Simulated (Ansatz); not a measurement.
**AlRu (Pm-3m) under biaxial strain in the (001) plane**

Aim: how do the optical modes of AlRu (Pm-3m) shift and split under this strain?

Method: DFT LDA, scalar-relativistic, plane waves, PAW; PAW set soft_1, in Ansatz 0.2.0.

Report form: the programs' logs are mostly left out.

**1. Set-up**

The structure is cubic, space group Pm-3m (No. 221). Conventional cell: a = 2.992 Å, b = 2.992 Å, c = 2.992 Å, α = 90.00°, β = 90.00°, γ = 90.00°. Nearest to Al lie 8 Ru at 2.59 Å. Nearest to Ru lie 8 Al at 2.59 Å. Farther neighbours are not listed.

**2. A rough relaxation first**

The start is far from rest, so a relaxation with loose tolerances brings it close first.

input.yaml

```yaml
crystal:
  lattice:
    - [2.9916, 0.0, 0.0]
    - [0.0, 2.9916, 0.0]
    - [0.0, 0.0, 2.9916]
  atoms:
    - { symbol: Al, position: [0.0, 0.0, 0.0] }
    - { symbol: Ru, position: [0.5, 0.5, 0.5] }
kpoints:
  mp_grid: { grid: [6, 6, 6] }
hamiltonian:
  xc: lda
  pseudopotentials: { kind: paw, azcp: { folder: soft_1 }, xc_functional: pbe }
scf:
  occupations: { method: gaussian, width: 0.1 }
output:
  forces: true
  stress: true
  eigenvalues: true
relax:
  adjacent_minimum: "off"
  f_tol: 0.05
  max_steps: 80
  cell: { stress_tol: 0.5 }
```

Launch:

```sh
> ansatz run input.yaml --threads 4 --pin off --max-ram 10240MiB --backend cpu --events-out ev --progress --plain --runs-dir out
```

Run time: 0.85 s. Hardware: 4 threads of Arm Neoverse V2, shared host; peak memory 0.27 GiB; 2.3 s of CPU time.

The steps of the relaxation:

```
step  energy less that of the first step (eV)  largest force component (eV/Å)  pressure (GPa)  volume (Å³)
   1                                   0.0000                          0.0000           -8.22        26.77
   2                                  -0.0257                          0.0000            2.54        25.49
   3                                  -0.0276                          0.0000           -0.16        25.78
  4*                                  -0.0268                          0.0000           -0.18        25.78
```

Relaxation steps marked * repeat the geometry before them on a plane-wave basis chosen anew for their cell, so energy and pressure can jump there.

The run keeps the 48 symmetry operations that it works with, so distortions that break them were not tested.

```
conventional cell, symmetrised  before  after  change
                         a (Å)   2.992  2.954  -1.2 %
                         b (Å)   2.992  2.954  -1.2 %
                         c (Å)   2.992  2.954  -1.2 %
              volume (Å³/atom)   13.39  12.89  -3.7 %
```

Final coordinates:

```
Al Ru
1.0
     2.95427    0.00000    0.00000
     0.00000    2.95427    0.00000
     0.00000    0.00000    2.95427
Al Ru
1 1
Direct
  0.00000 0.00000 0.00000
  0.50000 0.50000 0.50000
```

This step gave:

* pressure: -0.1820 GPa
* volume per atom: 12.89 Å³
* gap on the k-mesh: 0 eV

In this step the volume went from 13.39 to 12.89 Å³/atom.

**3. Bringing the structure to rest**

Harmonic phonons are second derivatives at a point where the forces vanish, and they are wanted at zero stress, so atoms and cell are relaxed first.

input.yaml, the sections that differ from step 2:

```yaml
crystal:
  lattice:
    - [2.9542653596, 0.0, 0.0]
    - [0.0, 2.9542653596, 0.0]
    - [0.0, 0.0, 2.9542653596]
  atoms:
    - { symbol: Al, position: [0.0, 0.0, 0.0] }
    - { symbol: Ru, position: [0.5, 0.5, 0.5] }
kpoints:
  mp_grid: { grid: [14, 14, 14] }
output:
  forces: true
  stress: true
  eigenvalues: true
  write_density: true
  write_potential: true
  elf: true
  volumetric_format: npy
relax:
  adjacent_minimum: "off"
  f_tol: 0.005
  max_steps: 80
  cell: { stress_tol: 0.05 }
# hamiltonian, scf: as in step 2
```

Run time: 1.9 s. Hardware: 4 threads; peak memory 0.34 GiB; 6.3 s of CPU time.

Little changed from the start: no atom moved by 0.005 Å and no cell edge by 0.1 %.

Numbers from this step:

```
pressure : 0.01658 GPa
```

Valence density in the ac plane at fractional y = 0.000, with atoms of Al within 0.2 Å of it. It is the smooth field of the valence electrons, not physical close to the nuclei.

Ten even steps from '_' (0.05 e/Å³) to '@' (0.30 e/Å³):
```
____..==**####****####**==..__
....--++################++--..
--==++##%%%%########%%%%##++==
****##%%%%%%%%%%%%%%%%%%%%##**
######%%%%%%@@@@@@@@%%%%%%####
########%%@@@@@@@@@@@@%%######
****####%%@@@@@@@@@@@@%%####**
****####%%@@@@@@@@@@@@%%####**
########%%@@@@@@@@@@@@%%######
######%%%%%%@@@@@@@@%%%%%%####
****##%%%%%%%%%%%%%%%%%%%%##**
--==++##%%%%########%%%%##++==
....--++################++--..
____..==**####****####**==..__
____..--**####****####**--..__
```
Columns run along a (3.0 Å), rows up along c (3.0 Å). Atoms in or near the plane, at fractional coordinates: Al at (0.00, 0.00).

ELF in the ac plane at fractional y = 0.000, with atoms of Al within 0.2 Å of it. It is the smooth field of the valence electrons, not physical close to the nuclei.

Values, 15 rows by 15 columns:
```
0.14 0.04 0.02 0.12 0.32 0.43 0.43 0.41 0.41 0.43 0.43 0.32 0.12 0.02 0.04
0.00 0.02 0.07 0.24 0.42 0.47 0.44 0.41 0.41 0.44 0.47 0.42 0.24 0.07 0.02
0.09 0.12 0.24 0.40 0.49 0.48 0.44 0.40 0.40 0.44 0.48 0.49 0.40 0.24 0.12
0.27 0.32 0.42 0.49 0.50 0.46 0.42 0.39 0.39 0.42 0.46 0.50 0.49 0.42 0.32
0.41 0.43 0.47 0.48 0.46 0.43 0.39 0.37 0.37 0.39 0.43 0.46 0.48 0.47 0.43
0.43 0.43 0.44 0.44 0.42 0.39 0.37 0.36 0.36 0.37 0.39 0.42 0.44 0.44 0.43
0.41 0.41 0.41 0.40 0.39 0.37 0.36 0.35 0.35 0.36 0.37 0.39 0.40 0.41 0.41
0.41 0.41 0.41 0.40 0.39 0.37 0.36 0.35 0.35 0.36 0.37 0.39 0.40 0.41 0.41
0.43 0.43 0.44 0.44 0.42 0.39 0.37 0.36 0.36 0.37 0.39 0.42 0.44 0.44 0.43
0.41 0.43 0.47 0.48 0.46 0.43 0.39 0.37 0.37 0.39 0.43 0.46 0.48 0.47 0.43
0.27 0.32 0.42 0.49 0.50 0.46 0.42 0.39 0.39 0.42 0.46 0.50 0.49 0.42 0.32
0.09 0.12 0.24 0.40 0.49 0.48 0.44 0.40 0.40 0.44 0.48 0.49 0.40 0.24 0.12
0.00 0.02 0.07 0.24 0.42 0.47 0.44 0.41 0.41 0.44 0.47 0.42 0.24 0.07 0.02
0.14 0.04 0.02 0.12 0.32 0.43 0.43 0.41 0.41 0.43 0.43 0.32 0.12 0.02 0.04
0.61 0.14 0.00 0.09 0.27 0.41 0.43 0.41 0.41 0.43 0.41 0.27 0.09 0.00 0.14
```
Columns run along a (3.0 Å), rows up along c (3.0 Å). Atoms in or near the plane, at fractional coordinates: Al at (0.00, 0.00).

Electrostatic potential energy in the ac plane at fractional y = 0.000, with atoms of Al within 0.2 Å of it. With pseudopotentials it is smooth inside the atoms' cores, unlike the true potential.

Ten even steps from '_' (-1 eV) to '@' (28 eV):
```
@@@@==____--++****++--____==@@
++==..__..==++****++==..__..==
..______--++********++--______
____..--==++********++==--..__
----==++++************++++==--
++++++********************++++
******************************
******************************
++++++********************++++
----==++++************++++==--
____..--==++********++==--..__
..______--++********++--______
++==..__..==++****++==..__..==
@@@@==____--++****++--____==@@
@@@@++..__--++****++--__..++@@
```
Columns run along a (3.0 Å; values clipped at the 3rd and 97th percentile), rows up along c (3.0 Å). Atoms in or near the plane, at fractional coordinates: Al at (0.00, 0.00).

In this step the volume went from 12.89 to 12.89 Å³/atom.

**4. Tight relaxation**

Phonons need small forces and stress, so the relaxation is finished with tight tolerances on 16×16×16 k points.

input.yaml

```yaml
crystal:
  lattice:
    - [2.9537570675, 0.0, 0.0]
    - [0.0, 2.9537570675, 0.0]
    - [0.0, 0.0, 2.9537570675]
  atoms:
    - { symbol: Al, position: [0.0, 0.0, 0.0] }
    - { symbol: Ru, position: [0.5, 0.5, 0.5] }
kpoints:
  mp_grid: { grid: [16, 16, 16] }
hamiltonian:
  xc: lda
  pseudopotentials: { kind: paw, azcp: { folder: soft_1 }, xc_functional: pbe }
scf:
  occupations: { method: methfessel_paxton, width: 0.2 }
output:
  forces: true
  stress: true
  eigenvalues: true
relax:
  adjacent_minimum: "off"
  f_tol: 0.001
  max_steps: 60
  cell: { stress_tol: 0.01 }
```

It took 2.1 s on 4 threads; peak memory 0.36 GiB; 7.4 s of CPU time.

Little changed from the start: no atom moved by 0.005 Å and no cell edge by 0.1 %.

Numbers from this step:

```yaml
pressure: 0.003690 GPa
volume_per_atom: 12.88 Å³
```

The forces vanish by symmetry and the pressure is 0.004 GPa, within the tolerances set. The cell now holds 12.88 Å³/atom.

**5. Zone-centre response at rest**

The force constants come from the linear response of the density to a displacement.

The modes at rest are the reference of the series.

input.yaml, the sections that differ from step 4:

```yaml
crystal:
  lattice:
    - [2.9536383619, 0.0, 0.0]
    - [0.0, 2.9536383619, 0.0]
    - [0.0, 0.0, 2.9536383619]
  atoms:
    - { symbol: Al, position: [0.0, 0.0, 0.0] }
    - { symbol: Ru, position: [0.5, 0.5, 0.5] }
output:
  eigenvalues: true
phonons:
  method: dfpt
# kpoints, hamiltonian, scf: as in step 4
# relax: removed
```

Run time: 6.9 s. Hardware: 4 threads; peak memory 0.65 GiB; 25 s of CPU time.

Numbers from this step:

```
sum-rule residual before enforcement                    : 7.60e-5 eV/Å²
point group                                             : m-3m
highest optical mode at the zone centre (no LO-TO term) : 325.4 cm⁻¹
lowest optical zone-centre mode                         : 325.4 cm⁻¹
```

Patterns of degenerate modes are one choice out of their space. Modes at Γ, with each element's share of the kinetic energy:

```
mode  frequency (cm⁻¹)  symmetry  Al %  Ru %
   1               0.0  acoustic    21    79
   2               0.0  acoustic    21    79
   3               0.0  acoustic    21    79
   4             325.4       T1u    79    21
   5             325.4       T1u    79    21
   6             325.4       T1u    79    21
```

Displacements in mode 6 (325.4 cm⁻¹), the largest set to 1:
```
Al1  0.00  0.00  1.00
Ru2  0.00  0.00 -0.27
```

Before it was imposed, the acoustic sum rule was missed by 7.6e-5 eV/Å². Small misses are needed for a sound result but don't prove that mesh and cutoff are converged. The lowest optical mode is real, 325 cm⁻¹.

**6. A member of the series: biaxial strain of +4 % in the (001) plane**

The cell takes a biaxial strain of +4 % in the (001) plane. The strained lengths are held, while the rest of the cell and the atoms relax.

input.yaml, the sections that differ from step 5:

```yaml
crystal:
  lattice:
    - [3.0717838963, 0.0, 0.0]
    - [0.0, 3.0717838963, 0.0]
    - [0.0, 0.0, 2.876155131]
  atoms:
    - { symbol: Al, position: [0.0, 0.0, 0.0] }
    - { symbol: Ru, position: [0.5, 0.5, 0.5] }
output:
  forces: true
  stress: true
  eigenvalues: true
relax:
  adjacent_minimum: "off"
  f_tol: 0.001
  max_steps: 60
  cell: { stress_tol: 0.01, fix: [a, b, gamma] }
# kpoints, hamiltonian, scf: as in step 5
# phonons: removed
```

Wall time 11 s (4 threads); peak memory 0.44 GiB.

Step by step:

```
step  energy less that of the first step (eV)  largest force component (eV/Å)  pressure (GPa)  volume (Å³)
   1                                   0.0000                          0.0000          -10.26        27.14
   2                                  -0.0018                          0.0000           -8.07        26.85
   3                                  -0.0020                          0.0000           -8.70        26.93
   4                                  -0.0020                          0.0000           -8.68        26.93
  5*                                  -0.0018                          0.0000           -8.69        26.93
   6                                  -0.0018                          0.0000           -8.68        26.93
  7*                                  -0.0018                          0.0000           -8.68        26.93
```

Relaxation steps marked * repeat the geometry before them on a plane-wave basis chosen anew for their cell, so energy and pressure can jump there.

Forces are held to the 16 operations that the run works with; a distortion that breaks them can't arise in this run.

```
conventional cell, symmetrised  before  after  change
                         a (Å)   3.072  3.072  -0.0 %
                         b (Å)   3.072  3.072  -0.0 %
                         c (Å)   2.876  2.854  -0.8 %
              volume (Å³/atom)   13.57  13.47  -0.8 %
```

Final coordinates:

```
Al Ru
1.0
     3.07178    0.00000    0.00000
     0.00000    3.07178    0.00000
     0.00000    0.00000    2.85411
Al Ru
1 1
Cartesian
  0.0000 0.0000 0.0000
  1.5359 1.5359 1.4271
```

This step gave:

```
pressure        : -8.682 GPa
volume per atom : 13.47 Å³
```

The forces vanish by symmetry.

**7. Zone-centre modes of the member: biaxial strain of +4 % in the (001) plane**

The zone-centre modes follow for biaxial strain of +4 % in the (001) plane.

input.yaml, the sections that differ from step 6:

```yaml
crystal:
  lattice:
    - [3.0717838963, 0.0, 0.0]
    - [0.0, 3.0717838963, 0.0]
    - [0.0, 0.0, 2.8541128496]
  atoms:
    - { symbol: Al, position: [0.0, 0.0, 0.0] }
    - { symbol: Ru, position: [0.5, 0.5, 0.5] }
output:
  eigenvalues: true
phonons:
  method: dfpt
# kpoints, hamiltonian, scf: as in step 6
# relax: removed
```

It took 22 s on 4 threads; peak memory 0.96 GiB; 80 s of CPU time.

Numbers from this step:

```yaml
sum_rule_residual_before_enforcement: 7.71e-5 eV/Å²
point_group: 4/mmm
highest_optical_mode_at_the_zone_centre_no_lo_to_term: 298.8 cm⁻¹
lowest_optical_zone_centre_mode: 285.7 cm⁻¹
```

Patterns of degenerate modes are one choice out of their space. The modes at Γ (shares of kinetic energy by element, %):

```
mode  frequency (cm⁻¹)  symmetry  Al %  Ru %
   1               0.0  acoustic    21    79
   2               0.0  acoustic    21    79
   3               0.0  acoustic    21    79
   4             285.7       A2u    79    21
   5             298.8        Eu    79    21
   6             298.8        Eu    79    21
```

The lowest optical mode is real, 286 cm⁻¹, and the highest lies at 298.8 cm⁻¹.

Between step 5 and this run (strain 4 %) the value for the highest optical mode at the zone centre (no LO-TO term) moves from 325 cm⁻¹ to 299 cm⁻¹ (-8 %).

**8. Relaxation of a member: biaxial strain of -4 % in the (001) plane**

The cell takes a biaxial strain of -4 % in the (001) plane. The strained lengths are held, while the rest of the cell and the atoms relax.

input.yaml, the sections that differ from step 7:

```yaml
crystal:
  lattice:
    - [2.8354928275, 0.0, 0.0]
    - [0.0, 2.8354928275, 0.0]
    - [0.0, 0.0, 3.0476375654]
  atoms:
    - { symbol: Al, position: [0.0, 0.0, 0.0] }
    - { symbol: Ru, position: [0.5, 0.5, 0.5] }
output:
  forces: true
  stress: true
  eigenvalues: true
relax:
  adjacent_minimum: "off"
  f_tol: 0.001
  max_steps: 60
  cell: { stress_tol: 0.01, fix: [a, b, gamma] }
# kpoints, hamiltonian, scf: as in step 7
# phonons: removed
```

The job ended after 9.2 s (4 threads; peak memory 0.43 GiB).

(Continued in part 2 of 2.)

[Logs are printed without paths, hosts, clocks, repeated set-up lines and the standing remarks that a program may print on its own settings, such as how far it seeks lower states.]

[Hosts, paths, dates, database ids (printed as entryN), source tags and the programs' standing remarks are cut or masked in the printed files.]
